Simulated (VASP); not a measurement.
The system is BAs.

```xyz
2
Lattice="0.0000 2.3889 2.3889 2.3889 0.0000 2.3889 2.3889 2.3889 0.0000" Properties=species:S:1:pos:R:3 pbc="T T T"
B     0.0000    0.0000    0.0000
As    1.1945    1.1945    1.1945
```

The cell was built by a generator and needn't be a form met in nature.

Base run:

* Program: VASP 6.6.1
* Functional: SCAN
* Potentials or basis: VASP PAW PBE potentials, release 64 (B, As)
* Cutoff: 520 eV
* k mesh: 10 × 10 × 10
* Occupations: gaussian, width 0.02 eV
* Spin: no spin polarisation

Its results: band gap on the k mesh 1.42 eV, indirect (least direct gap 3.58 eV); pressure 0.1 GPa.

**Question.** After a change of settings the same cell gave: band gap on the k mesh 1.08 eV, indirect (least direct gap 3.24 eV); pressure 0.0 GPa. Which change was it?
A. functional from SCAN to PBEsol
B. functional from SCAN to r2SCAN
C. functional from SCAN to LDA; potentials or basis from VASP PAW PBE potentials, release 64 (B, As) to VASP PAW LDA potentials, release 64 (B, As)
D. functional from SCAN to PBE

**Answer.** A.

SCAN gives the wider gap, since meta-GGAs in the generalised Kohn-Sham scheme recover part of the derivative discontinuity.

Caveats: the PAW data sets were made with another functional, which shifts forces and pressure a little.
